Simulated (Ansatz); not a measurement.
## BaO: frozen-core PAW against all-electron methods

```
Ba O
1.0
     0.00000    2.75000    2.72250
     2.75000    0.00000    2.72250
     2.75000    2.75000    0.00000
Ba O
1 1
Direct
  0.00000 0.00000 0.00000
  0.50000 0.50000 0.50000
```

Atom numbers follow the list: Ba1, O2.

The geometry is COD entry 5910030, unchecked; take it as a test cell. It differs from other determinations. The listed cell was then made from it by scaling, straining or moving an atom.

No spin–orbit coupling, which matters for the heavy atoms here.

Methods: DFT, LDA, PAW with Ansatz's default frozen-core files, scalar-relativistic (Ansatz 0.2.0); DFT, LDA, all-electron PAW with datasets made for the crystal, scalar-relativistic (Ansatz 0.2.0); DFT, LDA, all-electron LAPW, scalar-relativistic (Ansatz 0.2.0).

For PAW: a Γ-centred 8×8×8 k mesh, Fermi–Dirac smearing of 0.02 eV, cutoff 420 eV, no spin polarisation; the PAW files were made with PBE, and the program remakes their frozen cores for this functional. The crystal-made all-electron datasets (AE datasets) take a cutoff of 300 eV at this cell. LAPW targets a basis error of 0.5 meV/atom. The Ansatz runs share mesh, smearing and spin set-up. Plane-wave (PAW) pressures include the program's estimate of the Pulay term.

Stress and pressure are positive in compression.

Spin–orbit coupling is left out, which moves gradients at and beside heavy atoms by some per cent and at worst by a factor of two.

```tsv
quantity	PAW	AE datasets	LAPW
pressure (GPa)	-2.11	-2.09	-2.09
stress xx (GPa)	-2.39	-2.38	-2.38
stress zz (GPa)	-1.53	-1.51	-1.51
band gap (eV)	1.723	1.723	1.723
field gradient Vzz at Ba1 (10²¹ V/m²)	-1.58	-1.61	–
field gradient Vzz at O2 (10²¹ V/m²)	-0.39	-0.39	–
```

PAW's pressure differs from the LAPW value by -0.02 GPa. Datasets made for the crystal and LAPW share parts of one code, so their agreement isn't an independent check.
